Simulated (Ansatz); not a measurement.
`CCC=O` + `[NH2][SnH3]` → `CC[NH][SnH3]` + `C=O`  (substitution at a C–C bond)

Computed with Ansatz on PBE0-D4/def2-TZVP structures; ΔE is electronic, products minus reactants. CBS: MP2 limit from def2 TZ/QZ plus the TZ coupled-cluster correction, frozen cores. This one scheme is used for every species. DFT in def2-TZVPP. def2 core potentials past Kr. For Sn outer-core shells are correlated without core-valence functions, which leaves a few kJ/mol of doubt a bond. Each species was taken in one conformer, which may not be the lowest.

```csv
species,r2SCAN0-D4 energy (Eh)
`CCC=O`,-193.08485
`[NH2][SnH3]`,-272.07249
`CC[NH][SnH3]`,-350.66111
`C=O`,-114.46812
```

(1) Work out ΔE.

Largest T1 diagnostic among the species: 0.015.

Answers

(1) ΔE = (-350.66111) + (-114.46812) − (-193.08485) − (-272.07249) = 0.02811 Eh = +73.8 kJ/mol. CCSD(T)/CBS gives +65.6 kJ/mol.

Leaving LDA and LC-ωPBE aside and taking each functional with its dispersion term where it has one, the values, not all of them listed here, spread over 9.1 kJ/mol, from BLYP-D4 to r2SCAN-D4. At CCSD(T), def2-SVP lies −10.9 kJ/mol from the extrapolated value and def2-TZVPP −0.4 kJ/mol. The D4 term adds −5.0 kJ/mol with B3LYP and −2.9 kJ/mol with PBE0; it sums over pairs of atoms, weighted by their polarisabilities, and B3LYP, whose exchange is more repulsive, gets the larger term.

B3LYP here is the variant with VWN-RPA as its local correlation; programs differ in this.
